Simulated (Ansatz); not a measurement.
# Ge (I4/mmm) in Ansatz: notebook

The runs below take Ge through single point, with PBE.

All numbers are computed with Ansatz 0.2.0; they aren't measurements. Logs are shortened: lines on timing, memory, paths and dates and some standing lists are left out, and cuts for length are marked.

## (1) Starting point

The structure is tetragonal, space group I4/mmm (No. 139). Conventional cell: a = 3.217 Å, b = 3.217 Å, c = 3.746 Å, α = 90.00°, β = 90.00°, γ = 90.00°. Ge (site symmetry 4/mmm) is surrounded by 12 Ge at 2.95 to 3.22 Å.

The cell was built by a generator and needn't be a form met in nature.

## (2) Single point, PBE

File input.yaml:

```yaml
crystal:
  lattice:
    - [-1.60842, 1.60842, 1.87318]
    - [1.60842, -1.60842, 1.87318]
    - [1.60842, 1.60842, -1.87318]
  atoms:
    - { symbol: Ge, position: [0.5, 0.5, 0.0] }
hamiltonian:
  xc: pbe
  pseudopotentials: { kind: paw }
kpoints:
  mp_grid: { grid: [12, 12, 12] }
scf:
  occupations: { method: gaussian, width: 0.024 }
output:
  forces: true
  stress: true
  eigenvalues: true
  write_density: true
  write_potential: true
  elf: true
  volumetric_format: npy
```

Potentials or basis: Ansatz PAW.

Launch:

```sh
$ ansatz run input.yaml --threads 2 --pin off --max-ram 5632MiB --backend cpu --events-out ev --progress --plain --runs-dir out
```

Log:

```text
Warning: RAYON_NUM_THREADS=2 ignored (pool sized by the plan → 2); use --threads N
Engine: ansatz 0.2.0, x86_64-unknown-linux-gnu
Pseudopotentials: kind: paw
Pseudopotential: Ge, paw, valence charge 14, recommended cutoff 420 eV (normal), Ge.paw.azcp
Functional definition: PBE
  parameter kappa = 0.804
  parameter beta = 0.06672455060314922
  exchange = pbe_x(kappa = kappa, mu = beta*pi^2/3)
  correlation = pbe_c(beta = beta)
Crystal: 1 atoms, lattice volume = 19.384 Å³
Basis set: ecut = 420 eV, 363 PW (Γ), exchange–correlation on 40×40×40 points (8 copies of the dense FFT grid, shifted against one another)
Bands: 11, of which v1, the nominal top of the filled ones, is band 7 counted from 1 (6 counted from 0)
Symmetry: 16 space group operations
Space group: I4/mmm (ITA 139), of the structure as read, at distance tolerance 2.7e-5 Å
k-points: 163 of 1728
Non-local potential: Ge, projectors of the file, l = 0: 2, l = 1: 2, l = 2: 3, l = 3: 1
PAW form: soft (Blöchl's): semilocal exchange-correlation on the pseudo side does not see the compensation charge
PAW one-centre angular grid: Ge, 590 points (default); XC on 64 Gauss nodes
Initial density: superposition of atomic densities (neutral atoms: chi_scale 0, normalization atom), corrected by the library's trained network
Initial wavefunctions: pseudopotential atomic-orbital guess
Functional: x = pbe(κ = 0.804, μ = 0.2195149727645171), c = pbe(β = 0.06672455060314922)
SCF iter   1: F=—  HF=-4294.649794 eV  |F-HF|=—  |Δ(HF+E_count)|=         —  Δρ=1.44e-3  dr2=3.17e-4  ethr=1.77e-3  ⟨swp⟩=5.9  Hψ=10476  notcnv=0
preconditioner: auto → none  [insulator: Δε(μ)=0.030 eV  Ē_g=26.896 eV  σ=0.024 eV  W_gap=0.56  n_scr=8 (ndim 8)  ℏωp=31.6 eV  f_vac=0.000  D(μ)=0.30/eV (n_scr^D=0)  ε∞_Penn≈2.4]
SCF iter   2: F=—  HF=-4294.649602 eV  |F-HF|=—  |Δ(HF+E_count)|=   1.92e-4  Δρ=7.61e-4  dr2=6.01e-5  ethr=2.27e-6  ⟨swp⟩=2.6  Hψ=4224  notcnv=0  defer=1
SCF iter   3: F=—  HF=-4294.649603 eV  |F-HF|=—  |Δ(HF+E_count)|=   7.67e-7  Δρ=1.80e-4  dr2=5.00e-6  ethr=4.29e-7  ⟨swp⟩=2.1  Hψ=2660  notcnv=0  defer=1
SCF iter   4: F=—  HF=-4294.649601 eV  |F-HF|=—  |Δ(HF+E_count)|=   2.11e-6  Δρ=3.50e-5  dr2=1.30e-7  ethr=3.57e-8  ⟨swp⟩=2.0  Hψ=2886  notcnv=0  defer=1
iter 5 did not close the SCF: its close was put off for the readings that it lacked (scf_convergence_deferred on its scf_iter line)
SCF iter   5: F=-4294.649601 eV  HF=-4294.649601 eV  |F-HF|=1.99e-8  |Δ(HF+E_count)|=   2.15e-8  Δρ=9.52e-6  dr2=1.08e-8  ethr=9.31e-10  ⟨swp⟩=2.0  Hψ=2888  notcnv=0  defer=1
SCF iter   6: F=-4294.649601 eV  HF=-4294.649601 eV  |F-HF|=2.24e-9  |Δ(HF+E_count)|=   6.88e-9  Δρ=2.41e-6  dr2=1.04e-9  ethr=7.74e-11  ⟨swp⟩=4.5  Hψ=8363  notcnv=0
SCF 1 converged in 6 iterations: F = -4294.649601 eV  dr2 = 1.04e-9
SCF converged after 6 iterations
Free energy (F): -4294.649601 eV
Harris-Foulkes:  -4294.649601 eV  (|F-HF|=2.24e-9)
Internal energy: -4294.649513 eV  (E = F + TS)
E sigma→0 (E₀):  -4294.649557 eV
Entropy (-TS):   -0.000088 eV (-0.088 meV/atom)
Fermi energy:    10.805492 eV
--- Per-component energies (eV) ---
  E_band       = -117.899038
  E_kinetic    = 109.921697
  E_local      = -2148.865626  (includes V_loc(G=0)·N_el)
  E_nonlocal   = 414.695260
  E_hartree    = 938.052162
  E_xc         = -75.535670
  E_vxc        = -64.405982  (∫ρ·V_xc dr)
  E_paw        = -2015.750232  (= ΣΔE_a)
  E_vpaw       = -305.350923  (= ΣTr[D̂ρ^β])
  E_aug_tail   = 0.000324  (compensation charges beyond the density's cutoff)
  E_ewald      = -1517.167428
  E_smearing   = -0.000088  (= −TS)
  E_closure    = 0.000000  (closes the sum)
  Σ components = -4294.649601   (vs F -4294.649601, Δ=0.00e0)
--- Forces (eV/Å), atoms counted from 1 ---
  atom   1  Ge     0.00000000     0.00000000    -0.00000000
  max |Σ_I F_I| component: 9.47e-30 eV/Å
--- Stress (GPa, compression-positive) ---
        0.522543       0.000000       0.000000
        0.000000       0.522543       0.000000
        0.000000       0.000000       1.476029
  P = ⅓ Tr σ = 0.8404 GPa (8.404 kbar)
--- Band table (eV; the first three rows and the last of 163) ---
  k-point 0: bands = ["-14.0090", "-14.0090", "-13.9907", "-13.9573", "-13.9200", "-2.2309", "19.3169", "19.6188", "19.6188", "24.5418", "24.5418"]
  k-point 1: bands = ["-14.0116", "-14.0003", "-13.9900", "-13.9553", "-13.9213", "-2.0320", "18.5081", "18.6608", "19.1111", "23.1591", "25.0309"]
  k-point 2: bands = ["-14.0187", "-13.9898", "-13.9764", "-13.9496", "-13.9234", "-1.4355", "16.3485", "17.0612", "18.0426", "21.5415", "22.3084"]
  k-point 162: bands = ["-14.0372", "-14.0148", "-13.9095", "-13.8871", "-13.8871", "7.1873", "8.3182", "11.4911", "11.4911", "15.2170", "15.9960"]
```

v_z.tsv:

```text
# z_ang	v_es[eV]	v_tot[eV]
# format = ansatz-planar-average/11
# xc	pbe
# density_cutoff_ev	1680
# datasets	Ge=:simpson_from_first_knot:soft
# lattice	-1.608420000	1.608420000	1.873180000
# lattice	1.608420000	-1.608420000	1.873180000
# lattice	1.608420000	1.608420000	-1.873180000
# sites	1
# site	32	0.000000000	0.000000000	1.873180000
0.000000	6.982976e-2	-1.184967e1
0.147333	3.175364e-1	-1.153967e1
0.294666	1.030955e0	-1.063184e1
0.442000	2.127410e0	-9.207624e0
0.589333	3.499607e0	-7.395252e0
0.736666	5.061534e0	-5.346334e0
[... 12 lines left out ...]
2.651998	1.030955e0	-1.063184e1
2.799332	3.175364e-1	-1.153967e1
```

Run time: 0.73 s. Hardware: 2 threads of Intel Xeon 6975P-C (Granite Rapids), shared host; peak memory 0.36 GiB.

What came out:

```
Free energy            : -4294.6496 eV
Pressure               : 0.8 GPa
Band gap on the k mesh : none (metal or under the smearing width)
```

## (3) Single point, PBE

input.yaml, as its differences from that of step 2:

```diff
@@ -13,3 +13,3 @@
 scf:
-  occupations: { method: gaussian, width: 0.024 }
+  occupations: { method: gaussian, width: 0.025 }
 output:
@@ -18,5 +18 @@
   eigenvalues: true
-  write_density: true
-  write_potential: true
-  elf: true
-  volumetric_format: npy
```

Potentials or basis: Ansatz PAW.

Launch:

```sh
$ ansatz run input.yaml --threads 2 --pin off --max-ram 5632MiB --backend cpu --events-out ev --progress --plain --runs-dir out
```

Run time: 0.55 s. Hardware: 2 threads of Intel Xeon 6975P-C (Granite Rapids), shared host; peak memory 0.36 GiB.

It converged, with:

* Free energy: -4294.6496 eV
* Pressure: 0.8 GPa
* Band gap on the k mesh: none (metal or under the smearing width)

Stress tensor (GPa, compression positive):
```
0.52 0.00 0.00
0.00 0.52 0.00
0.00 0.00 1.47
```

Levels at points of the mesh, in eV from the Fermi level:
```csv
k point,band 4,band 5,band 6,band 7,band 8,band 9,band 10,band 11
"(0.00, 0.00, 0.00)",-24.76,-24.73,-13.04,8.51,8.81,8.81,13.74,13.74
"(0.00, 0.00, -0.50)",-24.72,-24.68,-6.74,-4.86,3.08,4.57,7.66,7.80
"(0.00, -0.50, 0.00)",-24.73,-24.70,-7.81,-5.40,5.04,7.27,10.22,10.61
"(-0.50, -0.50, -0.50)",-24.69,-24.69,-3.62,-2.49,0.69,0.69,4.41,5.19
```

## (4) Single point, PBE

input.yaml, as its differences from that of step 3:

```diff
@@ -13,3 +13,3 @@
 scf:
-  occupations: { method: gaussian, width: 0.025 }
+  occupations: { method: gaussian, width: 0.026 }
 output:
@@ -18 +18,5 @@
   eigenvalues: true
+  write_density: true
+  write_potential: true
+  elf: true
+  volumetric_format: npy
```

Launch:

```sh
$ ansatz run input.yaml --threads 2 --pin off --max-ram 5632MiB --backend cpu --events-out ev --progress --plain --runs-dir out
```

Run time: 0.72 s. Hardware: 2 threads of Intel Xeon 6975P-C (Granite Rapids), shared host; peak memory 0.36 GiB.

Results (log left out):

| Quantity | Value |
| --- | --- |
| Free energy | -4294.6496 eV |
| Pressure | 0.8 GPa |
| Band gap on the k mesh | none (metal or under the smearing width) |

Stress tensor (GPa, compression positive):
```
0.52 0.00 0.00
0.00 0.52 0.00
0.00 0.00 1.47
```

Levels at points of the mesh, in eV from the Fermi level:
```csv
k point,band 3,band 4,band 5,band 6,band 7,band 8,band 9,band 10,band 11
"(0.00, 0.00, 0.00)",-24.80,-24.76,-24.73,-13.04,8.51,8.81,8.81,13.74,13.74
"(0.00, 0.00, -0.50)",-24.73,-24.72,-24.68,-6.74,-4.86,3.08,4.57,7.66,7.80
"(0.00, -0.50, 0.00)",-24.76,-24.73,-24.70,-7.81,-5.40,5.04,7.27,10.22,10.61
"(-0.50, -0.50, -0.50)",-24.72,-24.69,-24.69,-3.62,-2.49,0.69,0.69,4.41,5.19
```

## (5) Single point, PBE

input.yaml, as its differences from that of step 4:

```diff
@@ -13,3 +13,3 @@
 scf:
-  occupations: { method: gaussian, width: 0.026 }
+  occupations: { method: gaussian, width: 0.027 }
 output:
@@ -18,5 +18 @@
   eigenvalues: true
-  write_density: true
-  write_potential: true
-  elf: true
-  volumetric_format: npy
```

Launch:

```sh
$ ansatz run input.yaml --threads 2 --pin off --max-ram 5632MiB --backend cpu --events-out ev --progress --plain --runs-dir out
```

Run time: 0.57 s. Hardware: 2 threads of Intel Xeon 6975P-C (Granite Rapids), shared host; peak memory 0.35 GiB.

Results (log left out):

```
Free energy            : -4294.6496 eV
Pressure               : 0.8 GPa
Band gap on the k mesh : none (metal or under the smearing width)
```

Stress tensor (GPa, compression positive):
```
0.52 0.00 0.00
0.00 0.52 0.00
0.00 0.00 1.47
```

Levels at points of the mesh, in eV from the Fermi level:
```csv
k point,band 4,band 5,band 6,band 7,band 8,band 9,band 10,band 11
"(0.00, 0.00, 0.00)",-24.76,-24.73,-13.04,8.51,8.81,8.81,13.74,13.74
"(0.00, 0.00, -0.50)",-24.72,-24.68,-6.74,-4.86,3.08,4.57,7.66,7.80
"(0.00, -0.50, 0.00)",-24.73,-24.70,-7.81,-5.40,5.03,7.27,10.22,10.61
"(-0.50, -0.50, -0.50)",-24.69,-24.69,-3.62,-2.49,0.68,0.68,4.41,5.19
```

## (6) Overview

| smearing | gap on the mesh (eV) | pressure (GPa) |
| --- | --- | --- |
| gaussian 0.024 eV | none | 0.8 |
| gaussian 0.025 eV | none | 0.8 |
| gaussian 0.026 eV | none | 0.8 |
| gaussian 0.027 eV | none | 0.8 |

Alike in all rows: task single point; level PBE; potentials or basis Ansatz PAW; no spin polarisation; cell as given; k mesh 12 × 12 × 12; cutoff (eV) 420.

Every run on the cell as given and a fine mesh finds a metal.

Absolute energies hang on the potentials; compare differences alone.
